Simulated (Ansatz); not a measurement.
**SCF log, MnS**

MnS is taken as a measured crystal structure (space group F-43m, primitive cell doubled), 4 atoms in the cell. Source: COD entry 1011382; the sample's temperature and pressure aren't taken into account, and it need not be the stable phase.

Computed with DFT, PBE, PAW, plane waves, scalar-relativistic in Ansatz development build ahead of 0.2.0.

Input:

```yaml
crystal:
  lattice:
    - [-2.795, -5.59, -2.795]
    - [-2.795, 0.0, -2.795]
    - [2.795, 0.0, -2.795]
  atoms:
    - { symbol: Mn, position: [0.0, 0.0, 0.0], spin: 4.5 }
    - { symbol: Mn, position: [0.5, 0.0, 0.5], spin: -4.5 }
    - { symbol: S, position: [0.75, 0.25, 0.5] }
    - { symbol: S, position: [0.25, 0.25, 0.0] }
magnetization:
  spin_polarized: true
hamiltonian:
  xc: pbe
  pseudopotentials: { kind: paw }
basis:
  ecutwfc: 420
kpoints:
  mp_grid: { grid: [4, 6, 5] }
scf:
  occupations: { method: fermi_dirac, width: 0.02 }
output:
  forces: true
  stress: true
```

What the program printed (shortened):

```
Warning: crystal.symmetry: narrowed to the stabiliser of the k-point mesh — unitary ops 8 → 2; excluded 6 operations that carry a point of the 4×6×5 mesh (shift [0, 0, 0]) off the mesh (the run samples exactly the mesh kpoints.mp_grid names, as under crystal.symmetry.detect: false, and its converged state has the mesh's symmetry, not the crystal's; [...]
Pseudopotentials: kind: paw
Pseudopotential: Mn, paw, valence charge 15, recommended cutoff 420 eV (normal), Mn.paw.azcp
Pseudopotential: S, paw, valence charge 6, recommended cutoff 420 eV (normal), S.paw.azcp
Functional definition: PBE
Crystal: 4 atoms, lattice volume = 87.338 Å³
Basis set: ecut = 420 eV, 1715 PW (Γ), exchange–correlation on 96×54×54 points (8 copies of the dense FFT grid, shifted against one another)
Bands: 31, of which v1, the nominal top of the filled ones, is band 21 counted from 1 (20 counted from 0)
Symmetry: 2 space group operations
k-points: 42 of 120 (time reversal used)
Non-local potential: Mn, projectors of the file, l = 0: 3, l = 1: 2, l = 2: 3, l = 3: 1
Non-local potential: S, projectors of the file, l = 0: 2, l = 1: 2, l = 2: 2
Initial density: superposition of atomic densities (chi_scale 0.1, normalization cell, long waves kept (reshape's long-wave potential 0.00 eV rms))
Starting moments: Σ|m| = 9 μB on 2 of 4 sites
Initial wavefunctions: pseudopotential atomic-orbital guess
Functional: x = pbe(κ = 0.804, μ = 0.2195149727645171), c = pbe(β = 0.06672455060314922)
the translation (0.5, 0, 0.5) carries every atom to within crystal.symmetry.tolerance of an atom of its element with the starting moment reversed, but both spin channels are solved: the dense FFT box has an odd point count along it
SCF iter   1: F=—  HF=-9603.978197 eV  |F-HF|=—  |Δ(HF+E_count)|=         —  Δρ=4.11e-2 (↑4.11e-2 ↓4.11e-2)  dr2=4.64e0  dr2_m=1.92e-1  M=0.000 μB ∫|m|=8.936 μB  β_m=0.30  ethr=3.10e-3  ⟨swp⟩=5.0  Hψ=10216  notcnv=0
Mixer restart at iter 1: flushing history
preconditioner: auto → Resta (q_TF=auto, 2.415 Å⁻¹)  ε∞=7.1  [insulator: Δε(μ)=1.280 eV  Ē_g=8.176 eV  σ=0.020 eV  W_gap=1.00  n_scr=20 (ndim 8)  ℏωp=20.3 eV  f_vac=0.000  D(μ)=0.00/eV (n_scr^D=0)  ε∞_Penn≈7.1]
spin=Collinear: Resta preconditioning applied to the charge; magnetization (m = ρ↑ − ρ↓) channel mixes plain (no charge-response kernel on spin).
SCF iter   2: F=—  HF=-9604.061793 eV  |F-HF|=—  |Δ(HF+E_count)|=   8.36e-2  Δρ=1.78e-2 (↑1.78e-2 ↓1.78e-2)  dr2=1.15e0  dr2_m=2.88e-2  M=0.000 μB ∫|m|=8.966 μB  β_m=0.40  ethr=3.10e-3  ⟨swp⟩=3.7  Hψ=5536  notcnv=0  defer=380
SCF iter   3: F=—  HF=-9604.274873 eV  |F-HF|=—  |Δ(HF+E_count)|=   2.13e-1  Δρ=7.60e-3 (↑7.60e-3 ↓7.59e-3)  dr2=2.33e-1  dr2_m=8.64e-3  M=0.000 μB ∫|m|=8.948 μB  β_m=0.68  ethr=2.74e-3  ⟨swp⟩=2.0  Hψ=3568  notcnv=0  defer=380
SCF iter   4: F=—  HF=-9604.283376 eV  |F-HF|=—  |Δ(HF+E_count)|=   8.50e-3  Δρ=3.61e-3 (↑3.41e-3 ↓3.61e-3)  dr2=2.63e-2  dr2_m=1.49e-3  M=0.000 μB ∫|m|=8.955 μB  β_m=0.79  ethr=5.54e-4  ⟨swp⟩=2.2  Hψ=4610  notcnv=0  defer=362
SCF iter   5: F=—  HF=-9604.291686 eV  |F-HF|=—  |Δ(HF+E_count)|=   8.31e-3  Δρ=7.82e-4 (↑7.29e-4 ↓7.82e-4)  dr2=1.94e-3  dr2_m=7.18e-5  M=0.000 μB ∫|m|=8.968 μB  β_m=0.89  ethr=6.25e-5  ⟨swp⟩=2.7  Hψ=4402  notcnv=0  defer=362
SCF iter   6: F=—  HF=-9604.293734 eV  |F-HF|=—  |Δ(HF+E_count)|=   2.05e-3  Δρ=7.17e-4 (↑7.17e-4 ↓4.10e-4)  dr2=8.10e-4  dr2_m=5.11e-5  M=0.000 μB ∫|m|=8.973 μB  β_m=0.75  ethr=4.61e-6  ⟨swp⟩=2.0  Hψ=4557  notcnv=0  defer=362
SCF iter   7: F=—  HF=-9604.293706 eV  |F-HF|=—  |Δ(HF+E_count)|=   2.83e-5  Δρ=2.28e-4 (↑1.34e-4 ↓2.28e-4)  dr2=8.54e-5  dr2_m=4.59e-6  M=0.000 μB ∫|m|=8.973 μB  β_m=0.77  ethr=1.93e-6  ⟨swp⟩=2.2  Hψ=4534  notcnv=0  defer=362
SCF iter   8: F=—  HF=-9604.293812 eV  |F-HF|=—  |Δ(HF+E_count)|=   1.06e-4  Δρ=3.76e-5 (↑3.76e-5 ↓3.20e-5)  dr2=2.93e-6  dr2_m=1.73e-7  M=0.000 μB ∫|m|=8.972 μB  β_m=0.88  ethr=2.03e-7  ⟨swp⟩=2.0  Hψ=3818  notcnv=0  defer=362
SCF iter   9: F=—  HF=-9604.293825 eV  |F-HF|=—  |Δ(HF+E_count)|=   1.30e-5  Δρ=5.38e-6 (↑5.38e-6 ↓5.24e-6)  dr2=8.08e-8  dr2_m=2.49e-9  M=0.000 μB ∫|m|=8.972 μB  β_m=0.94  ethr=6.99e-9  ⟨swp⟩=2.0  Hψ=3696  notcnv=0  defer=362
SCF iter  10: F=-9604.293826 eV  HF=-9604.293826 eV  |F-HF|=3.82e-9  |Δ(HF+E_count)|=   3.89e-7  Δρ=9.43e-7 (↑9.43e-7 ↓7.11e-7)  dr2=3.70e-9  dr2_m=7.12e-11  M=0.000 μB ∫|m|=8.972 μB  ethr=1.92e-10  ⟨swp⟩=2.4  Hψ=8122  notcnv=0
SCF 1 converged in 10 iterations: F = -9604.293826 eV  dr2 = 3.70e-9
  greatest PAW one-centre occupation: 1.003 electrons in one spin orbital (limit 2), on the Mn atom at site 0 (counted from 0), in its partial waves of l = 1
SCF converged after 10 iterations
Magnetization: 0.0000 μB (21.0000 up, 21.0000 down)
Absolute magnetization: 8.9738 μB (∫|ρ↑−ρ↓|, with the PAW one-centre terms)
Spin contamination: 4.5875 ħ² per cell (⟨S²⟩ above its minimum at these occupations)
Per-site moments (μB) at R_I (Å): [(3.9634, 0.9984), (-3.9634, 0.9984), (0.0001, 0.9984), (-0.0001, 0.9984)]
Free energy (F): -9604.293826 eV
Harris-Foulkes:  -9604.293826 eV  (|F-HF|=3.82e-9)
Internal energy: -9604.293826 eV  (E = F + TS)
E sigma→0 (E₀):  -9604.293826 eV
Fermi energy:    7.372230 eV
--- Per-component energies (eV) ---
  E_band       = -710.160260
  E_kinetic    = 811.476615
  E_local      = -5585.454598  (includes V_loc(G=0)·N_el)
  E_nonlocal   = 558.055012
  E_hartree    = 2294.176978
  E_xc         = -415.743648
  E_vxc        = -457.922613  (∫ρ·V_xc dr)
  E_paw        = -3812.441335  (= ΣΔE_a)
  E_vpaw       = -624.671093  (= ΣTr[D̂ρ^β])
  E_aug_tail   = -0.000016  (compensation charges beyond the density's cutoff)
  E_ewald      = -3454.362834
  E_smearing   = -0.000000  (= −TS)
  E_closure    = 0.000000  (closes the sum)
  Σ components = -9604.293826   (vs F -9604.293826, Δ=0.00e0)
--- Forces (eV/Å), atoms counted from 1 ---
  atom   1  Mn     0.00000443    -0.00084929     0.00000443
  atom   2  Mn     0.00000457    -0.00084864     0.00000457
  atom   3  S     -0.00000429     0.00084548    -0.00000429
  atom   4  S     -0.00000428     0.00085045    -0.00000428
  max |Σ_I F_I| component: 1.99e-6 eV/Å
--- Stress (GPa, compression-positive) ---
       -2.695788       0.000268      -0.008039
        0.000268      -3.285282       0.000268
       -0.008039       0.000268      -2.695788
  P = ⅓ Tr σ = -2.8923 GPa (-28.923 kbar)
```

Among 12 converged runs of this cell from various starts and settings, this end is the lowest found.

Gaps of semilocal functionals run low against measured ones. The mesh has less symmetry than the lattice, which lowers the symmetry of the run.

The run took 12 s on 2 threads of Intel(R) Xeon(R) Platinum 8488C, with other jobs on the host, peak memory 0.5 GiB.
